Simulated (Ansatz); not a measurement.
Ansatz input

```yaml
crystal:
  lattice:
    - [0.0, 2.6878150441, 2.6878150441]
    - [2.6878150441, 0.0, 2.6878150441]
    - [2.6878150441, 2.6878150441, 0.0]
  atoms:
    - { symbol: La, position: [0.0, 0.0, 0.0], spin: 1.0 }
hamiltonian:
  xc: pbe
  pseudopotentials:
    kind: paw
    azcp:
      La: "pseudopotentials/La.paw.azcp"
basis:
  ecutwfc: 420
  fft_grid_basis: typed
kpoints:
  mp_grid: { grid: [17, 17, 17], shift: [0, 0, 0] }
magnetization:
  spin_polarized: true
scf:
  occupations: { method: fermi_dirac, width: 0.05 }
output:
  stress: true
  write_density: true
  write_potential: true
  elf: true
  volumetric_format: npy
```

Terminal output

```
Engine: ansatz 0.2.0, x86_64-unknown-linux-gnu
Pseudopotentials: kind: paw
Pseudopotential: La, paw, valence charge 11, recommended cutoff 420 eV (normal) 
Functional definition: PBE
  parameter kappa = 0.804
  parameter beta = 0.06672455060314922
  exchange = pbe_x(kappa = kappa, mu = beta*pi^2/3)
  correlation = pbe_c(beta = beta)
Crystal: 1 atoms, lattice volume = 38.835 Å³
Basis set: ecut = 420 eV, 749 PW (Γ)
Bands: 10, of which v1, the nominal top of the filled ones, is band 6 counted from 1 (5 counted from 0)
Symmetry: 48 space group operations
Space group: Fm-3m (ITA 225), of the structure as read, at distance tolerance 3.4e-5 Å
Magnetic group: BNS 225.116 (UNI 1618), of the structure as read, at distance tolerance 3.4e-5 Å
k-points: 165 of 4913
Non-local potential: La, projectors of the file, l = 0: 3, l = 1: 2, l = 2: 2, l = 3: 3
PAW form: soft (Blöchl's): semilocal exchange-correlation on the pseudo side does not see the compensation charge
PAW one-centre angular grid: La, 590 points (default); XC on 64 Gauss nodes
Initial density: superposition of atomic densities (chi_scale 0.1, normalization cell)
Starting moments: Σ|m| = 1 μB on 1 of 1 site
Initial wavefunctions: pseudopotential atomic-orbital guess
Functional: x = pbe(κ = 0.804, μ = 0.2195149727645171), c = pbe(β = 0.06672455060314922)
iter 1 solved again at ethr=1.61e-3 eV; its pass at ethr=3.10e-3 eV (dr2=1.77e-1 eV) is discarded
SCF iter   1: F=—  HF=-6250.018804 eV  |F-HF|=—  |Δ(HF+E_count)|=         —  Δρ=1.92e-2 (↑1.92e-2 ↓1.00e-2)  dr2=1.76e-1  dr2_m=4.79e-2  M=0.386 μB ∫|m|=0.386 μB  β_m=0.30  ethr=1.61e-3  ⟨swp⟩=1.0  Hψ=22237  notcnv=0
Mixer restart at iter 1: flushing history
SCF iter   2: F=—  HF=-6250.049582 eV  |F-HF|=—  |Δ(HF+E_count)|=   3.08e-2  Δρ=1.38e-2 (↑1.38e-2 ↓7.48e-3)  dr2=9.17e-2  dr2_m=2.57e-2  M=0.348 μB ∫|m|=0.348 μB  β_m=0.65  ethr=1.60e-3  ⟨swp⟩=2.1  Hψ=4695  notcnv=0
SCF iter   3: F=—  HF=-6250.087279 eV  |F-HF|=—  |Δ(HF+E_count)|=   3.77e-2  Δρ=1.66e-3 (↑1.66e-3 ↓1.51e-3)  dr2=1.02e-3  dr2_m=6.47e-4  M=0.195 μB ∫|m|=0.195 μB  β_m=0.82  ethr=8.34e-4  ⟨swp⟩=4.5  Hψ=8905  notcnv=0  defer=3
SCF iter   4: F=—  HF=-6250.089724 eV  |F-HF|=—  |Δ(HF+E_count)|=   2.45e-3  Δρ=1.13e-3 (↑1.13e-3 ↓9.82e-4)  dr2=7.63e-4  dr2_m=2.66e-4  M=0.136 μB ∫|m|=0.136 μB  β_m=0.80  ethr=9.24e-6  ⟨swp⟩=2.7  Hψ=8146  notcnv=0
SCF iter   5: F=—  HF=-6250.090296 eV  |F-HF|=—  |Δ(HF+E_count)|=   5.72e-4  Δρ=6.23e-4 (↑6.23e-4 ↓5.69e-4)  dr2=4.30e-5  dr2_m=1.19e-4  M=0.098 μB ∫|m|=0.098 μB  β_m=0.90  ethr=6.94e-6  ⟨swp⟩=2.5  Hψ=6620  notcnv=0
SCF iter   6: F=—  HF=-6250.090966 eV  |F-HF|=—  |Δ(HF+E_count)|=   6.70e-4  Δρ=2.45e-4 (↑2.45e-4 ↓2.30e-4)  dr2=2.79e-6  dr2_m=1.98e-5  M=0.044 μB ∫|m|=0.044 μB  β_m=0.95  ethr=3.91e-7  ⟨swp⟩=2.2  Hψ=5699  notcnv=0
SCF iter   7: F=—  HF=-6250.091122 eV  |F-HF|=—  |Δ(HF+E_count)|=   1.56e-4  Δρ=4.23e-5 (↑4.22e-5 ↓4.23e-5)  dr2=9.39e-8  dr2_m=6.15e-7  M=0.008 μB ∫|m|=0.008 μB  β_m=0.97  ethr=2.54e-8  ⟨swp⟩=3.0  Hψ=5864  notcnv=0
SCF iter   8: F=—  HF=-6250.091129 eV  |F-HF|=—  |Δ(HF+E_count)|=   6.56e-6  Δρ=1.09e-5 (↑1.09e-5 ↓1.03e-5)  dr2=8.25e-9  dr2_m=3.81e-8  M=0.001 μB ∫|m|=0.001 μB  β_m=0.99  ethr=8.53e-10  ⟨swp⟩=3.1  Hψ=5949  notcnv=0
SCF iter   9: F=—  HF=-6250.091129 eV  |F-HF|=—  |Δ(HF+E_count)|=   4.86e-7  Δρ=2.20e-6 (↑2.08e-6 ↓2.20e-6)  dr2=2.43e-10  dr2_m=1.55e-9  M=0.000 μB ∫|m|=0.000 μB  β_m=0.99  ethr=7.50e-11  ⟨swp⟩=3.0  Hψ=5786  notcnv=0
SCF iter  10: F=—  HF=-6250.091129 eV  |F-HF|=—  |Δ(HF+E_count)|=   1.95e-8  Δρ=1.78e-7 (↑1.64e-7 ↓1.78e-7)  dr2=1.97e-11  dr2_m=6.77e-12  M=0.000 μB ∫|m|=0.000 μB  β_m=1.00  ethr=2.21e-12  ⟨swp⟩=3.1  Hψ=7039  notcnv=0
SCF iter  11: F=-6250.091129 eV  HF=-6250.091129 eV  |F-HF|=9.09e-13  |Δ(HF+E_count)|=  5.09e-11  Δρ=1.35e-8 (↑1.19e-8 ↓1.35e-8)  dr2=3.45e-15  dr2_m=5.69e-14  M=-0.000 μB ∫|m|=0.000 μB  ethr=1.00e-12  ⟨swp⟩=5.4  Hψ=17937  notcnv=0
SCF 1 converged in 11 iterations: F = -6250.091129 eV  dr2 = 3.45e-15
the search or the solves at the SCF's close seem to have found levels that the self-consistency loop had missed (the run counts 4). By its estimate they hold under 1e-12 electrons; where the run keeps them, the occupations were computed again with them
WARN: the starting moments were not kept: the SCF closed with an absolute magnetisation of 2.1e-6 μB, where they sum to 1 μB in size (1 site). That is at most 0.1 of that sum. Measured as dr2_m measures the in/out step, that magnetisation stands 2.8e-13 eV from none, at or under the dr2_threshold of 1.0e-7 eV: it is no larger than a step whose dr2_m would equal this threshold. The system may hold no moment; this SCF shows only that its start led to no more than that. To try another start: raise the starting moments (crystal.atoms[].spin, magnetization.per_species, magnetization.initial_magnetization, or on a non-collinear deck that types none of these the spinor_matrix: blocks that start its atoms; where the total moment is fixed, keep their sum and leave initial_magnetization as it is; typed ones take the place of any that the run laid by itself, positive ones on a crystal's lanthanoids without a Hubbard term where scf.initial_density.shell_occupations: [] is typed) or, if the notice of its spin-set hold's release reads "site moments contracting" or "site moments show no strong build", lengthen the hold (scf.mixing.spin_hold: { on: { confirm: 4 } }; for m-r²SCAN on two components see the key's manual first). Each may lead to a state that holds a moment. A second SCF, from the converged charge density, with the starting moments and any scf.initial_density.shell_occupations laid on it anew, would have followed, and was not run: the deck does not ask for one (magnetization.retry_lost_moments is false, the default). To let it run, set magnetization.retry_lost_moments: true and run the deck again, where that key's refused combinations let it; where memory then withholds it, that run's warning says so.
SCF converged after 11 iterations
Magnetization: -0.0000 μB (5.5000 up, 5.5000 down)
Absolute magnetization: 0.0000 μB (∫|ρ↑−ρ↓|, with the PAW one-centre terms)
Spin contamination: 0.0000 ħ² per cell (⟨S²⟩ above its minimum at these occupations)
Per-site moments (μB) at R_I (Å): [(-1.1621594078429264e-6, 1.5679721015131218)]
Free energy (F): -6250.091129 eV
Harris-Foulkes:  -6250.091129 eV  (|F-HF|=9.09e-13)
Internal energy: -6250.072707 eV  (E = F + TS)
E sigma→0 (E₀):  -6250.081918 eV
Entropy (-TS):   -0.018422 eV (-18.422 meV/atom)
Fermi energy:    10.463934 eV
--- Per-component energies (eV) ---
  E_band       = -51.955467
  E_kinetic    = 192.141301
  E_local      = -349.229461  (includes V_loc(G=0)·N_el)
  E_nonlocal   = 94.518094
  E_hartree    = 110.148021
  E_xc         = -138.881319
  E_vxc        = -146.961924  (∫ρ·V_xc dr)
  E_paw        = -5415.743234  (= ΣΔE_a)
  E_vpaw       = -62.719518  (= ΣTr[D̂ρ^β])
  E_aug_tail   = -0.000000  (compensation charges beyond the density's cutoff)
  E_ewald      = -743.026108
  E_smearing   = -0.018422  (= −TS)
  E_closure    = 0.000000  (closes the sum)
  Σ components = -6250.091129   (vs F -6250.091129, Δ=0.00e0)
--- Stress (GPa, compression-positive) ---
       -1.197999       0.000000      -0.000000
        0.000000      -1.197999      -0.000000
       -0.000000       0.000000      -1.197999
  P = ⅓ Tr σ = -1.1980 GPa (-11.980 kbar)
--- Band table (eV; the first three rows and the last of 330) ---
  k-point 0 ↑: bands = ["-22.4457", "-5.4895", "-5.4895", "-5.4895", "7.2430", "11.6604", "11.9328", "11.9328", "11.9328", "12.0991"]
  k-point 1 ↑: bands = ["-22.4403", "-5.5358", "-5.4949", "-5.4949", "7.3423", "11.4732", "11.9369", "11.9369", "12.0373", "12.1029"]
  k-point 2 ↑: bands = ["-22.4248", "-5.6661", "-5.5104", "-5.5104", "7.6220", "11.1982", "11.9423", "11.9423", "12.0279", "12.1117"]
  k-point 164 ↓: bands = ["-22.2289", "-6.3282", "-6.2529", "-5.9387", "9.7113", "10.7082", "10.9959", "11.7230", "12.2122", "12.2136"]
```
